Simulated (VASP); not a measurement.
# AlN (P6_3mc) in VASP: a series of runs, part 2 of 2

VASP 6.6.1. The steps go on from the part before.

## 4. G0W0 quasiparticle levels, PBE

File POSCAR:

```
AlN
1.0
    3.1130000000      0.0000000000      0.0000000000
   -1.5565000000      2.6959370820      0.0000000000
    0.0000000000      0.0000000000      4.9810000000
Al N
2 2
Direct
    0.6666666667      0.3333333333      0.5000000000
    0.3333333333      0.6666666667      0.0000000000
    0.6666666667      0.3333333333      0.8800000000
    0.3333333333      0.6666666667      0.3800000000
```

File INCAR.step1:

```
ALGO = Fast
EDIFF = 1E-8
ENCUT = 450
GGA = PE
ISMEAR = 0
LASPH = T
LCHARG = F
LREAL = F
LWAVE = T
NELM = 60
PREC = Accurate
SIGMA = 0.01
```

File INCAR.step2:

```
ALGO = Exact
EDIFF = 1E-8
ENCUT = 450
GGA = PE
ISMEAR = 0
ISTART = 1
LASPH = T
LCHARG = F
LOPTICS = T
LREAL = F
LWAVE = T
NBANDS = 175
NELM = 1
PREC = Accurate
SIGMA = 0.01
```

File INCAR.step3:

```
ALGO = EVGW0
EDIFF = 1E-8
ENCUT = 450
ENCUTGW = 100
GGA = PE
ISMEAR = 0
ISTART = 1
LASPH = T
LCHARG = F
LREAL = F
LWAVE = F
NBANDS = 175
NBANDSGW = 16
NELMGW = 1
NOMEGA = 48
PREC = Accurate
PRECFOCK = Fast
SIGMA = 0.01
```

File KPOINTS:

```
k-points
0
Gamma
  4 4 3
```

Potentials or basis: VASP PAW PBE potentials, release 64 (Al_GW, N_GW).

Launch:

```sh
> cat potpaw_PBE.64/Al_GW/POTCAR potpaw_PBE.64/N_GW/POTCAR > POTCAR
> cp INCAR.step1 INCAR
> mpirun -np 1 vasp_std > vasp.out
> cp INCAR.step2 INCAR
> mpirun -np 1 vasp_std > vasp.out
> cp INCAR.step3 INCAR
> mpirun -np 1 vasp_std > vasp.out
```

OUTCAR:

```text
EDIFF = 1E-8
   ENCUT = 450
   ENCUTGW = 100
   GGA = PE
   ISMEAR = 0
   ISTART = 1
   LASPH = T
   LREAL = F
   NELMGW = 1
   PREC = Accurate
   PRECFOCK = Fast

 Found      8 irreducible k-points:

 Following reciprocal coordinates:
            Coordinates               Weight
  0.000000  0.000000  0.000000      1.000000
  0.250000 -0.000000  0.000000      6.000000
  0.500000 -0.000000  0.000000      3.000000
  0.250000  0.250000  0.000000      6.000000
  0.000000  0.000000  0.333333      2.000000
  0.250000 -0.000000  0.333333     12.000000
   k-points           NKPTS =      8   k-points in BZ     NKDIM =     48   number of bands    NBANDS=    175
   number of dos      NEDOS =    301   number of ions     NIONS =      4
   total plane-waves  NPLWV =  20736
   dimension x,y,z NGX =    24 NGY =   24 NGZ =   36
   dimension x,y,z NGXF=    48 NGYF=   48 NGZF=   72
   ions per type =               2   2
   NGX,Y,Z   is equivalent  to a cutoff of  12.82, 12.82, 12.02 a.u.
   NGXF,Y,Z  is equivalent  to a cutoff of  25.63, 25.63, 24.03 a.u.
 SYSTEM =  unknown system
   PREC   = accura    normal or accurate (medium, high low for compatibility)
   ISTART =      1    job   : 0-new  1-cont  2-samecut
   ICHARG =      0    charge: 1-file 2-atom 10-const
   ISPIN  =      1    spin polarized calculation?
   LNONCOLLINEAR =      F non collinear calculations
   LSORBIT =      F    spin-orbit coupling
   LASPH  =      T    aspherical Exc in radial PAW
   ENCUT  =  450.0 eV  33.07 Ry    5.75 a.u.   5.38  5.38  8.62*2*pi/ulx,y,z
   NELM   =     60;   NELMIN=  2; NELMDL=  0     # of ELM steps
   EDIFF  = 0.1E-07   stopping-criterion for ELM
   LREAL  =      F    real-space projection
   EDIFFG = 0.1E-06   stopping-criterion for IOM
   NSW    =      0    number of steps for IOM
   IBRION =     -1    ionic relax: 0-MD 1-quasi-New 2-CG
   NFREE  =      0    steps in history (QN), initial steepest desc. (CG)
   ISIF   =      0    stress and relaxation
   ISYM   =      3    0-nonsym 1-usesym 2-fastsym
   POTIM  = 0.5000    time-step for ionic-motion
   TEBEG  =    0.0;   TEEND  =   0.0 temperature during run
   PSTRESS=    0.0 pullay stress
   NELECT =      16.0000    total number of electrons
   NUPDOWN=      -1.0000    fix difference up-down
   EMIN   =  10.00;   EMAX   =-10.00  energy-range for DOS
   EFERMI =   0.00;   METHOD = LEGACY
   ISMEAR =     0;   SIGMA  =   0.01  broadening in eV -4-tet -1-fermi 0-gaus
   EFERMI_NEDOS =   21; number of points for ismear=-14 and -15
   IALGO  =     38    algorithm
   IMIX   =      4    mixing-type and parameters
     AMIX     =   0.40;   BMIX     =  1.00
     AMIX_MAG =   1.60;   BMIX_MAG =  1.00
  volume/ion in A,a.u.               =      10.45        70.52
  Fermi-wavevector in a.u.,A,eV,Ry     =   1.188629  2.246183 19.222843  1.412839
  Thomas-Fermi vector in A             =   2.324754
   LORBIT       =      0    0 simple, 1 ext, 2 COOP (PROOUT), +10 PAW based schemes
   GGA     = PE    functional components
   LHFCALC =     T    Hartree Fock is set to
   PRECFOCK=fast      Normal, Fast or Accurate (Low or Medium for compatibility)
   ENCUT4O =  -1.0   cutoff for four orbital integrals eV
   NKREDX  =     1    reduce k-point grid by
   NKREDY  =     1    reduce k-point grid by
   NKREDZ  =     1    reduce k-point grid by
   AEXX    =    1.0000 exact exchange contribution
   HFSCREEN=    0.0000 screening length (either q_TF or 0.3 A-1)
   HFSCREENC=   0.0000 screening length for correlation (either q_TF or 0.3 A-1)
   ENCUTFOCK=  -1.0 apply spherical cutoff to Coloumb kernel
   IVDW    =     0    specifies the selected vdW correction
   LEPSILON=     F    determine dielectric tensor
   LRPA    =     F    only Hartree local field effects (RPA)
   LRPAFORCE           =     F    calculate RPA forces
   ENCUTGW             = 100.0    cutoff for response function in eV
   ENCUTGWSOFT         =  80.0    soft cutoff for Coulomb kernel in GW response function in eV
   ENCUTLF             =  -1.0    cutoff for local field effects
   NELMGW              =     1    number of iterations in solving QP/BSE equation
   NELMHF              =     1    number of iterations in the inner HF iteration
   NKREDLFX            =     1    NKREDLFY  =   1   NKREDLFZ  =   1
 non-spin polarized calculation
 Gauss-broadening in eV      SIGMA  =   0.01
  energy-cutoff  :      450.00
  volume of cell :       41.80
 maximum number of plane-waves:       929
 NGX is ok and might be reduce to    24
  NGX = 12; NGY = 12; NGZ = 20
   NGX = 11   NGY = 11   NGZ = 17
 maximum number of plane-waves:       104

 QP shifts <psi_nk| G(iteration)W_0 |psi_nk>: iteration 1
 for sc-GW calculations column KS-energies equals QP-energies in previous step
 and V_xc(KS)=  KS-energies - (<T + V_ion + V_H > + <T+V_H+V_ion>^1  + <V_x>^1)

 k-point   1 :       0.0000    0.0000    0.0000
  band No.  KS-energies  QP-energies   sigma(KS)   V_xc(KS)     V^pw_x(r,r')   Z            occupation Imag(sigma)

      1     -10.0517     -11.4631     -16.7550     -14.7936     -24.7724       0.7196       2.0000       1.2248
      2      -7.9009      -9.1887     -18.1315     -16.3506     -25.8675       0.7231       2.0000       0.9611
      3      -0.8686      -2.1036     -14.3388     -12.6478     -18.5133       0.7303       2.0000       0.2108
      4       4.2844       3.4417     -17.3868     -16.3012     -20.6613       0.7762       2.0000       0.1049
      5       4.2844       3.4417     -17.3868     -16.3012     -20.6613       0.7762       2.0000       0.1049
      6       4.9402       4.1946     -17.7247     -16.7688     -20.8670       0.7800       2.0000       0.1007
[... 8 lines left out ...]
     15      18.2584      19.2518      -9.2465     -10.4987      -4.0010       0.7933       0.0000      -0.1572
     16      18.2584      19.2518      -9.2465     -10.4987      -4.0010       0.7933       0.0000      -0.1572

 k-point   2 :       0.2500   -0.0000    0.0000
  band No.  KS-energies  QP-energies   sigma(KS)   V_xc(KS)     V^pw_x(r,r')   Z            occupation Imag(sigma)

      1      -9.3043     -10.6723     -17.0997     -15.2090     -25.0038       0.7235       2.0000       1.1375
      2      -7.5335      -8.7950     -18.3977     -16.6510     -26.0867       0.7222       2.0000       0.9169
      3       0.0452      -1.1607     -14.6655     -13.0408     -18.5734       0.7422       2.0000       0.1714
      4       1.6879       0.5693     -15.5806     -14.1113     -19.1139       0.7613       2.0000       0.1304
      5       2.6846       1.6906     -16.3269     -15.0359     -19.6831       0.7700       2.0000       0.1168
      6       3.5764       2.6266     -16.8588     -15.6299     -20.2106       0.7729       2.0000       0.1102
[... 8 lines left out ...]
     15      17.2389      18.3627     -10.4533     -11.8950      -5.2159       0.7795       0.0000      -0.1472
     16      18.4032      19.3284      -9.5568     -10.7356      -4.1480       0.7848       0.0000      -0.1998

 k-point   3 :       0.5000   -0.0000    0.0000
  band No.  KS-energies  QP-energies   sigma(KS)   V_xc(KS)     V^pw_x(r,r')   Z            occupation Imag(sigma)

      1      -8.0883      -9.3884     -17.9894     -16.1989     -25.7436       0.7261       2.0000       0.9870
      2      -7.3925      -8.6478     -18.4456     -16.7088     -26.0999       0.7228       2.0000       0.8939
      3      -0.3106      -1.5547     -14.6758     -12.9940     -18.6817       0.7398       2.0000       0.1808
      4       0.9789      -0.1847     -15.4867     -13.9404     -19.2462       0.7525       2.0000       0.1479
      5       1.7794       0.6831     -15.6589     -14.2170     -19.2476       0.7603       2.0000       0.1327
      6       3.0535       2.0356     -16.5787     -15.2547     -20.0245       0.7688       2.0000       0.1152
[... 8 lines left out ...]
     15      17.9676      19.0404     -10.9591     -12.3482      -5.6068       0.7723       0.0000      -0.1752
     16      20.2799      21.0916      -9.0430     -10.1070      -3.0588       0.7629       0.0000      -0.2883

 k-point   4 :       0.2500    0.2500    0.0000
  band No.  KS-energies  QP-energies   sigma(KS)   V_xc(KS)     V^pw_x(r,r')   Z            occupation Imag(sigma)

      1      -8.1838      -9.4826     -17.8395     -16.0418     -25.5922       0.7225       2.0000       0.9930
      2      -7.3111      -8.5630     -18.5886     -16.8668     -26.2559       0.7271       2.0000       0.8897
      3       0.5322      -0.6877     -14.9717     -13.3497     -18.7304       0.7521       2.0000       0.1504
      4       1.0567      -0.1038     -15.3418     -13.8038     -19.0480       0.7546       2.0000       0.1462
      5       1.5914       0.4756     -15.3869     -13.9195     -18.9508       0.7604       2.0000       0.1336
      6       2.2865       1.2348     -15.9714     -14.5979     -19.4158       0.7657       2.0000       0.1233
[... 8 lines left out ...]
     15      17.3157      18.4816     -10.7945     -12.2911      -5.5497       0.7791       0.0000      -0.1536
     16      19.7666      20.7366     -10.2416     -11.5002      -4.3477       0.7707       0.0000      -0.2950

 k-point   5 :       0.0000    0.0000    0.3333
  band No.  KS-energies  QP-energies   sigma(KS)   V_xc(KS)     V^pw_x(r,r')   Z            occupation Imag(sigma)

      1      -9.6366     -11.0234     -16.9297     -15.0034     -24.8780       0.7199       2.0000       1.1766
      2      -8.6034      -9.9341     -17.5174     -15.6805     -25.3203       0.7244       2.0000       1.0481
      3       0.4767      -0.6817     -15.1815     -13.6286     -19.0539       0.7459       2.0000       0.1607
      4       3.2313       2.3323     -16.4353     -15.2719     -19.6412       0.7728       2.0000       0.1100
      5       4.4415       3.6206     -17.4659     -16.4102     -20.7104       0.7776       2.0000       0.1038
      6       4.4415       3.6206     -17.4659     -16.4102     -20.7104       0.7776       2.0000       0.1038
[... 8 lines left out ...]
     15      17.1524      18.0429      -8.9471     -10.0608      -3.9099       0.7996       0.0000      -0.1343
     16      17.1524      18.0429      -8.9471     -10.0608      -3.9099       0.7996       0.0000      -0.1343

 k-point   6 :       0.2500   -0.0000    0.3333
  band No.  KS-energies  QP-energies   sigma(KS)   V_xc(KS)     V^pw_x(r,r')   Z            occupation Imag(sigma)

      1      -8.9399     -10.2851     -17.2946     -15.4332     -25.1425       0.7227       2.0000       1.0898
      2      -8.0738      -9.3710     -17.8901     -16.0985     -25.6254       0.7240       2.0000       0.9794
      3       0.5772      -0.5791     -15.2649     -13.7205     -19.1077       0.7487       2.0000       0.1568
      4       1.6876       0.6151     -15.8481     -14.4380     -19.4158       0.7605       2.0000       0.1322
      5       2.7396       1.7089     -16.0774     -14.7396     -19.4405       0.7705       2.0000       0.1166
      6       3.8308       2.9162     -16.9989     -15.8187     -20.3042       0.7750       2.0000       0.1082
[... 8 lines left out ...]
     15      17.4708      18.3818      -9.2965     -10.4448      -4.1305       0.7934       0.0000      -0.1546
     16      18.3466      19.3149      -9.7299     -10.9654      -4.3008       0.7837       0.0000      -0.1982

 [... further k-points ...]
```

Run time: 1.9 min. Hardware: 1 thread of Intel Xeon Platinum 8259CL at 2.50GHz (Skylake/Cascade Lake), shared host; peak memory 0.34 GiB.

These settings aren't checked as converged: the numbers below hold their error.

What came out:

```yaml
Band_gap_on_the_k_mesh_mean-field_level: 4.21 eV, direct
Quasiparticle_gap: 5.65 eV
Least_direct_quasiparticle_gap: 5.65 eV
```

Caveat: the k mesh is coarse (spacing up to 0.58 Å⁻¹), so the values aren't converged; bands, screening cutoff and mesh are small and nothing is extrapolated, so the quasiparticle values aren't converged.

## 5. G0W0 quasiparticle levels, PBE

POSCAR is that of step 4.

INCAR.step1 is that of step 4.

INCAR.step2 is that of step 4.

INCAR.step3: that of step 4 with these lines changed.

```diff
@@ -3,3 +3,3 @@
 ENCUT = 450
-ENCUTGW = 100
+ENCUTGW = 150
 GGA = PE
```

KPOINTS is that of step 4.

Potentials or basis: VASP PAW PBE potentials, release 64 (Al_GW, N_GW).

Launch:

```sh
> cat potpaw_PBE.64/Al_GW/POTCAR potpaw_PBE.64/N_GW/POTCAR > POTCAR
> cp INCAR.step1 INCAR
> mpirun -np 1 vasp_std > vasp.out
> cp INCAR.step2 INCAR
> mpirun -np 1 vasp_std > vasp.out
> cp INCAR.step3 INCAR
> mpirun -np 1 vasp_std > vasp.out
```

OUTCAR:

```text
EDIFF = 1E-8
   ENCUT = 450
   ENCUTGW = 150
   GGA = PE
   ISMEAR = 0
   ISTART = 1
   LASPH = T
   LREAL = F
   NELMGW = 1
   PREC = Accurate
   PRECFOCK = Fast

 Found      8 irreducible k-points:

 Following reciprocal coordinates:
            Coordinates               Weight
  0.000000  0.000000  0.000000      1.000000
  0.250000 -0.000000  0.000000      6.000000
  0.500000 -0.000000  0.000000      3.000000
  0.250000  0.250000  0.000000      6.000000
  0.000000  0.000000  0.333333      2.000000
  0.250000 -0.000000  0.333333     12.000000
   k-points           NKPTS =      8   k-points in BZ     NKDIM =     48   number of bands    NBANDS=    175
[... 60 lines left out ...]
   NELMGW              =     1    number of iterations in solving QP/BSE equation
   NELMHF              =     1    number of iterations in the inner HF iteration
   NKREDLFX            =     1    NKREDLFY  =   1   NKREDLFZ  =   1
 non-spin polarized calculation
 Gauss-broadening in eV      SIGMA  =   0.01
  energy-cutoff  :      450.00
  volume of cell :       41.80
 maximum number of plane-waves:       929
 NGX is ok and might be reduce to    24
  NGX = 12; NGY = 12; NGZ = 20
   NGX = 11   NGY = 11   NGZ = 17
 maximum number of plane-waves:       179

 QP shifts <psi_nk| G(iteration)W_0 |psi_nk>: iteration 1
 for sc-GW calculations column KS-energies equals QP-energies in previous step
 and V_xc(KS)=  KS-energies - (<T + V_ion + V_H > + <T+V_H+V_ion>^1  + <V_x>^1)

 k-point   1 :       0.0000    0.0000    0.0000
  band No.  KS-energies  QP-energies   sigma(KS)   V_xc(KS)     V^pw_x(r,r')   Z            occupation Imag(sigma)

      1     -10.0517     -11.5892     -16.9378     -14.7936     -24.7724       0.7170       2.0000       1.2409
      2      -7.9009      -9.3254     -18.3188     -16.3506     -25.8675       0.7238       2.0000       1.0051
      3      -0.8686      -2.1658     -14.4289     -12.6478     -18.5133       0.7283       2.0000       0.2072
      4       4.2844       3.3068     -17.5649     -16.3012     -20.6613       0.7736       2.0000       0.0990
      5       4.2844       3.3068     -17.5649     -16.3012     -20.6613       0.7736       2.0000       0.0990
      6       4.9402       4.0509     -17.9128     -16.7688     -20.8670       0.7773       2.0000       0.0945
[... 96 lines left out ...]
      3       0.5772      -0.6576     -15.3748     -13.7205     -19.1077       0.7464       2.0000       0.1519
      4       1.6876       0.5230     -15.9741     -14.4380     -19.4158       0.7581       2.0000       0.1268
      5       2.7396       1.6039     -16.2178     -14.7396     -19.4405       0.7683       2.0000       0.1110
      6       3.8308       2.7898     -17.1663     -15.8187     -20.3042       0.7726       2.0000       0.1022
[... 8 lines left out ...]
     15      17.4708      18.3720      -9.3090     -10.4448      -4.1305       0.7935       0.0000      -0.1558
     16      18.3466      19.2959      -9.7537     -10.9654      -4.3008       0.7835       0.0000      -0.1992

 [... further k-points ...]
```

It took 2.2 min on 1 thread of Intel Xeon Platinum 8259CL at 2.50GHz (Skylake/Cascade Lake), shared host; peak memory 0.34 GiB.

The run converged, but some of its settings lie outside the range that counts as converged, so its numbers aren't taken as properties of the crystal.

What came out:

* Band gap on the k mesh, mean-field level: 4.21 eV, direct
* Quasiparticle gap: 5.77 eV
* Least direct quasiparticle gap: 5.77 eV

Caveat: the k mesh is coarse (spacing up to 0.58 Å⁻¹), so the values aren't converged; bands, screening cutoff and mesh are small and nothing is extrapolated, so the quasiparticle values aren't converged.
